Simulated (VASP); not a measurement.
# W (Im-3m) in VASP: a series of runs

The runs below take W through relaxation of cell and atoms, electrostatic potential, with PBE.

All numbers are computed with VASP 6.6.1; they aren't measurements. Logs are shortened: lines on timing, memory, paths and dates and some standing lists are left out, and cuts for length are marked.

## (1) The crystal as given

The structure is cubic, space group Im-3m (No. 229). The conventional cell has a = 3.150 Å, b = 3.150 Å, c = 3.150 Å, α = 90.00°, β = 90.00°, γ = 90.00°. W (site symmetry m-3m) is surrounded by 8 W at 2.73 Å.

The cell was built by a generator and needn't be a form met in nature.

## (2) Relaxation of cell and atoms, PBE

Input file INCAR:

```
PREC = Accurate ; ENCUT = 700
EDIFF = 1E-6 ; ISMEAR = 1
SIGMA = 0.1 ; LREAL = False
LASPH = True ; NELM = 120
ALGO = Normal ; ISIF = 3
LWAVE = False ; LCHARG = False
GGA = PE ; IBRION = 2
NSW = 40 ; EDIFFG = -0.005
```

Input file KPOINTS:

```
regular mesh
0
Gamma
  18 18 18
```

Input file POSCAR:

```
W
1.0
   -1.5750000000      1.5750000000      1.5750000000
    1.5750000000     -1.5750000000      1.5750000000
    1.5750000000      1.5750000000     -1.5750000000
W
1
Direct
    0.0000000000      0.0000000000      0.0000000000
```

Potentials or basis: VASP PAW PBE potentials, release 64 (W_sv).

Started as:

```bash
$ cat potpaw_PBE.64/W_sv/POTCAR > POTCAR
$ mpirun -np 1 vasp_std > vasp.out
```

OUTCAR:

```text
PREC = Accurate
   ENCUT = 700
   EDIFF = 1E-6
   ISMEAR = 1
   LREAL = False
   LASPH = True
   NELM = 120
   ISIF = 3
   GGA = PE
   IBRION = 2
   NSW = 40
   EDIFFG = -0.005

 ion  position               nearest neighbor table
   1  0.000  0.000  0.000-

  LATTYP: Found a body centered cubic cell.
 ALAT       =     3.1500000000

  Lattice vectors:

 A1 = (  -1.5750000000,   1.5750000000,   1.5750000000)
 A2 = (   1.5750000000,  -1.5750000000,   1.5750000000)
 A3 = (   1.5750000000,   1.5750000000,  -1.5750000000)

Analysis of symmetry for initial positions (statically):
=====================================================================
 Subroutine PRICEL returns:
 Original cell was already a primitive cell.

 Routine SETGRP: Setting up the symmetry group for a
 body centered cubic supercell.

 Subroutine GETGRP returns: Found 48 space group operations
 (whereof 48 operations were pure point group operations)
 out of a pool of 48 trial point group operations.

The static configuration has the point symmetry O_h .

Analysis of symmetry for dynamics (positions and initial velocities):
=====================================================================
 Subroutine PRICEL returns:
 Original cell was already a primitive cell.

 Routine SETGRP: Setting up the symmetry group for a
 body centered cubic supercell.

 Subroutine GETGRP returns: Found 48 space group operations
 (whereof 48 operations were pure point group operations)
 out of a pool of 48 trial point group operations.

The dynamic configuration has the point symmetry O_h .

 Subroutine INISYM returns: Found 48 space group operations
 (whereof 48 operations are pure point group operations),
 and found     1 'primitive' translations

----------------------------------------------------------------------------------------

                                     Primitive cell

  volume of cell :      15.6279

  direct lattice vectors                    reciprocal lattice vectors
    -1.575000000  1.575000000  1.575000000     0.000000000  0.317460317  0.317460317
     1.575000000 -1.575000000  1.575000000     0.317460317  0.000000000  0.317460317
     1.575000000  1.575000000 -1.575000000     0.317460317  0.317460317  0.000000000

  length of vectors
     2.727980022  2.727980022  2.727980022     0.448956686  0.448956686  0.448956686

  position of ions in fractional coordinates (direct lattice)
     0.000000000  0.000000000  0.000000000

  ion indices of the primitive-cell ions
   primitive index   ion index
                 1           1

----------------------------------------------------------------------------------------

 KPOINTS: regular mesh

Automatic generation of k-mesh.
 Grid dimensions read from file:
 generate k-points for:   18   18   18

 Generating k-lattice:

  Cartesian coordinates                     Fractional coordinates (reciprocal lattice)
     0.000000000  0.017636684  0.017636684     0.055555556  0.000000000  0.000000000
     0.017636684  0.000000000  0.017636684     0.000000000  0.055555556  0.000000000
     0.017636684  0.017636684  0.000000000     0.000000000  0.000000000  0.055555556

  Length of vectors
     0.024942038  0.024942038  0.024942038

  Shift w.r.t. Gamma in fractional coordinates (k-lattice)
     0.000000000  0.000000000  0.000000000

 Subroutine IBZKPT returns following result:
 ===========================================

 Found    195 irreducible k-points:

 Following reciprocal coordinates:
            Coordinates               Weight
  0.000000  0.000000  0.000000      1.000000
  0.055556  0.000000  0.000000     12.000000
  0.111111  0.000000  0.000000     12.000000
  0.166667  0.000000  0.000000     12.000000
  0.222222  0.000000  0.000000     12.000000
  0.277778  0.000000  0.000000     12.000000
[... 16 lines left out ...]
  0.333333  0.111111  0.000000     48.000000
  0.388889  0.111111 -0.000000     48.000000
 [... further k-points ...]
   k-points           NKPTS =    195   k-points in BZ     NKDIM =    195   number of bands    NBANDS=     11
   number of dos      NEDOS =    301   number of ions     NIONS =      1
   total plane-waves  NPLWV =  13824
   dimension x,y,z NGX =    24 NGY =   24 NGZ =   24
   dimension x,y,z NGXF=    48 NGYF=   48 NGZF=   48
   ions per type =               1
   NGX,Y,Z   is equivalent  to a cutoff of  14.63, 14.63, 14.63 a.u.
   NGXF,Y,Z  is equivalent  to a cutoff of  29.25, 29.25, 29.25 a.u.
 SYSTEM =  unknown system
   PREC   = accura    normal or accurate (medium, high low for compatibility)
   ISTART =      0    job   : 0-new  1-cont  2-samecut
   ICHARG =      2    charge: 1-file 2-atom 10-const
   ISPIN  =      1    spin polarized calculation?
   LNONCOLLINEAR =      F non collinear calculations
   LSORBIT =      F    spin-orbit coupling
   LASPH  =      T    aspherical Exc in radial PAW
   ENCUT  =  700.0 eV  51.45 Ry    7.17 a.u.   5.89  5.89  5.89*2*pi/ulx,y,z
   NELM   =    120;   NELMIN=  2; NELMDL= -5     # of ELM steps
   EDIFF  = 0.1E-05   stopping-criterion for ELM
   LREAL  =      F    real-space projection
   EDIFFG = -.5E-02   stopping-criterion for IOM
   NSW    =     40    number of steps for IOM
   IBRION =      2    ionic relax: 0-MD 1-quasi-New 2-CG
   NFREE  =      1    steps in history (QN), initial steepest desc. (CG)
   ISIF   =      3    stress and relaxation
   ISYM   =      2    0-nonsym 1-usesym 2-fastsym
   POTIM  = 0.5000    time-step for ionic-motion
   TEBEG  =    0.0;   TEEND  =   0.0 temperature during run
   PSTRESS=    0.0 pullay stress
   NELECT =      14.0000    total number of electrons
   NUPDOWN=      -1.0000    fix difference up-down
   EMIN   =  10.00;   EMAX   =-10.00  energy-range for DOS
   EFERMI =   0.00;   METHOD = LEGACY
   ISMEAR =     1;   SIGMA  =   0.10  broadening in eV -4-tet -1-fermi 0-gaus
   EFERMI_NEDOS =   21; number of points for ismear=-14 and -15
   IALGO  =     38    algorithm
   IMIX   =      4    mixing-type and parameters
     AMIX     =   0.40;   BMIX     =  1.00
     AMIX_MAG =   1.60;   BMIX_MAG =  1.00
  volume/ion in A,a.u.               =      15.63       105.46
  Fermi-wavevector in a.u.,A,eV,Ry     =   1.578157  2.982285 33.886404  2.490580
  Thomas-Fermi vector in A             =   2.678731
   LORBIT       =      0    0 simple, 1 ext, 2 COOP (PROOUT), +10 PAW based schemes
   GGA     = PE    functional components
   LHFCALC =     F    Hartree Fock is set to
   AEXX    =    0.0000 exact exchange contribution
   IVDW    =     0    specifies the selected vdW correction
   LEPSILON=     F    determine dielectric tensor
   LRPA    =     F    only Hartree local field effects (RPA)
 conjugate gradient relaxation of ions
 non-spin polarized calculation
 Methfessel and Paxton  Order N= 1 SIGMA  =   0.10
  energy-cutoff  :      700.00
  volume of cell :       15.63
 maximum number of plane-waves:       682
   NGX = 11   NGY = 11   NGZ = 11

--------------------------------------- Ionic step        1  -------------------------------------------

 number of electron      14.0000001 magnetization

 Free energy of the ion-electron system (eV)
  ---------------------------------------------------
  ext. energy  EPLUGINS =         0.00000000
  ---------------------------------------------------
  free energy    TOTEN  =       -12.93171690 eV

  energy without entropy =      -12.93136252  energy(sigma->0) =      -12.93159877

------------------------ aborting loop because EDIFF is reached ----------------------------------------

  FORCE on cell =-STRESS in cart. coord.  units (eV):
  Direction    XX          YY          ZZ          XY          YZ          ZX
  --------------------------------------------------------------------------------------
  -------------------------------------------------------------------------------------
  Total        1.0803625      1.0803625      1.0803625     -0.0000000      0.0000000      0.0000000
  in kB      110.7588471    110.7588471    110.7588471     -0.0000000      0.0000000      0.0000000
  external PRESSURE =     110.7588471 kB  Pullay stress =       0.0000000 kB
[... 20 lines left out ...]
  energy  without entropy=      -12.9313625227  energy(sigma->0) =      -12.93159877

--------------------------------------- Ionic step        2  -------------------------------------------

 number of electron      14.0000003 magnetization

 E-fermi :   9.5288     XC(G=0): -12.8752

 val. band max:        9.5213742420   @ k =  -0.4444   0.4444   0.2778
 cond. band min:       9.5293716505   @ k =  -0.1667   0.1667   0.0556
 fundamental gap:      0.0079974085
 Fermi energy:         9.5287598178

 k-point     1 :       0.0000    0.0000    0.0000
  band No.  band energies     occupation
      1     -64.8457      2.00000
      2     -28.5669      2.00000
      3     -28.5669      2.00000
      4     -28.5669      2.00000
      5       0.6895      2.00000
      6       8.5178      2.00000
      7       8.5178      2.00000
      8       8.5178      2.00000
      9      11.4767     -0.00000
     10      11.4768     -0.00000
     11      23.7274      0.00000
[... 389 lines left out ...]
  energy  without entropy=      -12.9489856573  energy(sigma->0) =      -12.94935156

--------------------------------------- Ionic step        4  -------------------------------------------

 number of electron      14.0000002 magnetization

 Free energy of the ion-electron system (eV)
  ---------------------------------------------------
  ext. energy  EPLUGINS =         0.00000000
  ---------------------------------------------------
  free energy    TOTEN  =       -12.94958532 eV

  energy without entropy =      -12.94904155  energy(sigma->0) =      -12.94940406

 E-fermi :  11.1622     XC(G=0): -13.5298

 val. band max:       11.1584081094   @ k =  -0.2778   0.3333   0.2222
 cond. band min:      11.1748904422   @ k =   0.5000   0.5000   0.2222
 fundamental gap:      0.0164823328
 Fermi energy:        11.1622136399

 k-point     1 :       0.0000    0.0000    0.0000
  band No.  band energies     occupation
      1     -63.0400      2.00000
      2     -26.6305      2.00000
      3     -26.6305      2.00000
      4     -26.6305      2.00000
      5       1.6346      2.00000
      6       9.9694      2.00000
      7       9.9694      2.00000
      8       9.9694      2.00000
      9      13.3813      0.00000
     10      13.3813      0.00000
     11      25.6355      0.00000
[... 350 lines left out ...]
  FREE ENERGIE OF THE ION-ELECTRON SYSTEM (eV)
  ---------------------------------------------------
  free  energy   TOTEN  =       -12.9495853172 eV

  energy  without entropy=      -12.9490415468  energy(sigma->0) =      -12.94940406

 reached required accuracy - stopping structural energy minimisation
```

It took 28 s on 1 thread of Intel Xeon 6975P-C (Granite Rapids), shared host; peak memory 0.19 GiB.

What came out:

* Free energy: -12.9496 eV
* Relaxed volume: 16.16 Å³/atom
* Relaxed cell: a = 2.759 Å, b = 2.759 Å, c = 2.759 Å, α = 109.47°, β = 109.47°, γ = 109.47°
* Space group after relaxing (to 0.05 Å): Im-3m (No. 229)
* Energy gained by relaxing: 17.9 meV/atom
* Ionic steps: 4
* Pressure after relaxing: 0.0 GPa
* Band gap on the k mesh: none (metal or under the smearing width)

Step by step:
| step | energy change (eV) | largest force (eV/Å) | pressure (GPa) | volume (Å³) |
| --- | --- | --- | --- | --- |
| 1 | 0.0000 | 0.0000 | 11.08 | 15.63 |
| 2 | 0.1806 | 0.0000 | -27.98 | 18.20 |
| 3 | -0.0178 | 0.0000 | -0.53 | 16.19 |
| 4 | -0.0179 | 0.0000 | -0.05 | 16.16 |

Final structure:
```cif
data_structure
_symmetry_space_group_name_H-M 'P 1'
_symmetry_Int_Tables_number 1
_cell_length_a 2.7588
_cell_length_b 2.7588
_cell_length_c 2.7588
_cell_angle_alpha 109.471
_cell_angle_beta 109.471
_cell_angle_gamma 109.471
_cell_volume 16.16
loop_
_atom_site_label
_atom_site_type_symbol
_atom_site_fract_x
_atom_site_fract_y
_atom_site_fract_z
_atom_site_occupancy
W1 W 0.00000 0.00000 0.00000 1
```

## (3) Electrostatic potential, PBE

This run uses another cell than the first one, of 16.16 Å³/atom, 1.034 times its volume.

Input file INCAR:

```
SYSTEM = W
ALGO = Normal
EDIFF = 1E-6
ENCUT = 700
GGA = PE
ISIF = 2
ISMEAR = 1
LASPH = .TRUE.
LCHARG = .TRUE.
LREAL = .FALSE.
LVHAR = .TRUE.
LWAVE = .FALSE.
NELM = 100
PREC = Accurate
SIGMA = 0.1
```

Input file KPOINTS:

```
k-points
0
G
  18 18 18
  0 0 0
```

Input file POSCAR:

```
W                                       
1.0
   -1.5927890714      1.5927890714      1.5927890714
    1.5927890714     -1.5927890714      1.5927890714
    1.5927890714      1.5927890714     -1.5927890714
  W             
     1
Direct
     0.0000000000000000    0.0000000000000000    0.0000000000000000
```

Potentials or basis: VASP PAW PBE potentials, release 64 (W_sv).

Started as:

```bash
$ cat potpaw_PBE.64/W_sv/POTCAR > POTCAR
$ mpirun -np 1 vasp_std > vasp.out
```

OUTCAR:

```text
SYSTEM = W
   EDIFF = 1E-6
   ENCUT = 700
   GGA = PE
   ISIF = 2
   ISMEAR = 1
   LASPH = .TRUE.
   LREAL = .FALSE.
   NELM = 100
   PREC = Accurate

 ion  position               nearest neighbor table
   1  0.000  0.000  0.000-

  LATTYP: Found a body centered cubic cell.
 ALAT       =     3.1855781428

  Lattice vectors:

 A1 = (  -1.5927890714,   1.5927890714,   1.5927890714)
 A2 = (   1.5927890714,  -1.5927890714,   1.5927890714)
 A3 = (   1.5927890714,   1.5927890714,  -1.5927890714)

Analysis of symmetry for initial positions (statically):
=====================================================================
 Subroutine PRICEL returns:
 Original cell was already a primitive cell.

 Routine SETGRP: Setting up the symmetry group for a
 body centered cubic supercell.

 Subroutine GETGRP returns: Found 48 space group operations
 (whereof 48 operations were pure point group operations)
 out of a pool of 48 trial point group operations.

The static configuration has the point symmetry O_h .

Analysis of symmetry for dynamics (positions and initial velocities):
=====================================================================
 Subroutine PRICEL returns:
 Original cell was already a primitive cell.

 Routine SETGRP: Setting up the symmetry group for a
 body centered cubic supercell.

 Subroutine GETGRP returns: Found 48 space group operations
 (whereof 48 operations were pure point group operations)
 out of a pool of 48 trial point group operations.

The dynamic configuration has the point symmetry O_h .

 Subroutine INISYM returns: Found 48 space group operations
 (whereof 48 operations are pure point group operations),
 and found     1 'primitive' translations

----------------------------------------------------------------------------------------
[... 114 lines left out ...]
  Thomas-Fermi vector in A             =   2.663730
   LORBIT       =      0    0 simple, 1 ext, 2 COOP (PROOUT), +10 PAW based schemes
   GGA     = PE    functional components
   LHFCALC =     F    Hartree Fock is set to
   AEXX    =    0.0000 exact exchange contribution
   IVDW    =     0    specifies the selected vdW correction
   LEPSILON=     F    determine dielectric tensor
   LRPA    =     F    only Hartree local field effects (RPA)
 non-spin polarized calculation
 Methfessel and Paxton  Order N= 1 SIGMA  =   0.10
  energy-cutoff  :      700.00
  volume of cell :       16.16
 maximum number of plane-waves:       702
   NGX = 11   NGY = 11   NGZ = 11

 number of electron      14.0000002 magnetization

 Free energy of the ion-electron system (eV)
  ---------------------------------------------------
  ext. energy  EPLUGINS =         0.00000000
  ---------------------------------------------------
  free energy    TOTEN  =       -12.94964022 eV

  energy without entropy =      -12.94909649  energy(sigma->0) =      -12.94945898

 E-fermi :  11.1622     XC(G=0): -13.5298

 val. band max:       11.1584109867   @ k =  -0.2778   0.3333   0.2222
 cond. band min:      11.1748891586   @ k =   0.5000   0.5000   0.2222
 fundamental gap:      0.0164781718
 Fermi energy:        11.1622152184

 k-point     1 :       0.0000    0.0000    0.0000
  band No.  band energies     occupation
      1     -63.0400      2.00000
      2     -26.6304      2.00000
      3     -26.6304      2.00000
      4     -26.6304      2.00000
      5       1.6346      2.00000
      6       9.9694      2.00000
      7       9.9694      2.00000
      8       9.9694      2.00000
      9      13.3812      0.00000
     10      13.3812      0.00000
     11      25.6355      0.00000
[... 309 lines left out ...]
 k-point    24 :       0.3889    0.1111   -0.0000
  band No.  band energies     occupation
      1     -62.9169      2.00000
      2     -27.7633      2.00000
      3     -27.0568      2.00000
      4     -26.6899      2.00000
      5       5.4401      2.00000
      6       7.8373      2.00000
      7      10.5478      2.00000
      8      13.1469     -0.00000
      9      14.4376      0.00000
     10      17.4232      0.00000
     11      21.8129      0.00000

 [... further k-points ...]

------------------------ aborting loop because EDIFF is reached ----------------------------------------

  FORCE on cell =-STRESS in cart. coord.  units (eV):
  Direction    XX          YY          ZZ          XY          YZ          ZX
  --------------------------------------------------------------------------------------
  -------------------------------------------------------------------------------------
  Total       -0.0058096     -0.0058096     -0.0058096     -0.0000000      0.0000000     -0.0000000
  in kB       -0.5758643     -0.5758643     -0.5758643     -0.0000000      0.0000000     -0.0000000
  external PRESSURE =      -0.5758643 kB  Pullay stress =       0.0000000 kB

 VOLUME and BASIS-vectors are now :
 -----------------------------------------------------------------------------
  energy-cutoff  :      700.00
  volume of cell :       16.16
      direct lattice vectors                 reciprocal lattice vectors
    -1.592789071  1.592789071  1.592789071     0.000000000  0.313914761  0.313914761
     1.592789071 -1.592789071  1.592789071     0.313914761  0.000000000  0.313914761
     1.592789071  1.592789071 -1.592789071     0.313914761  0.313914761  0.000000000

 POSITION                                       TOTAL-FORCE (eV/Angst)
 -----------------------------------------------------------------------------------
      0.00000      0.00000      0.00000        -0.000000     -0.000000      0.000000
 -----------------------------------------------------------------------------------
    total drift:                                0.000000      0.000000     -0.000000

  FREE ENERGIE OF THE ION-ELECTRON SYSTEM (eV)
  ---------------------------------------------------
  free  energy   TOTEN  =       -12.9496402195 eV

  energy  without entropy=      -12.9490964918  energy(sigma->0) =      -12.94945898
```

stdout:

```text
POSCAR found type information on POSCAR W
 POSCAR found :  1 types and       1 ions
 scaLAPACK will be used
 LDA part: xc-table for (Slater+PW92), standard interpolation
 POSCAR, INCAR and KPOINTS ok, starting setup
 FFT: planning ... GRIDC
 FFT: planning ... GRID_SOFT
 FFT: planning ... GRID
 WAVECAR not read
 entering main loop
```

It took 10 s on 1 thread of Intel Xeon 6975P-C (Granite Rapids), shared host; peak memory 0.18 GiB.

Results:

```yaml
Free_energy: -12.9496 eV
Pressure: -0.1 GPa
Band_gap_on_the_k_mesh: none (metal or under the smearing width)
```

Levels at points of the mesh, in eV from the Fermi level:
| k point | band 4 | band 5 | band 6 | band 7 | band 8 | band 9 | band 10 | band 11 |
| --- | --- | --- | --- | --- | --- | --- | --- | --- |
| (0.00, 0.00, 0.00) | -37.79 | -9.53 | -1.19 | -1.19 | -1.19 | 2.22 | 2.22 | 14.47 |
| (0.50, 0.00, 0.00) | -37.80 | -6.15 | -3.47 | 0.61 | 2.10 | 3.06 | 5.98 | 10.77 |
| (0.50, 0.50, 0.50) | -38.64 | -5.68 | -5.68 | 5.03 | 5.03 | 5.03 | 8.09 | 8.09 |

Spin-orbit coupling is left out, which matters for the levels of W.
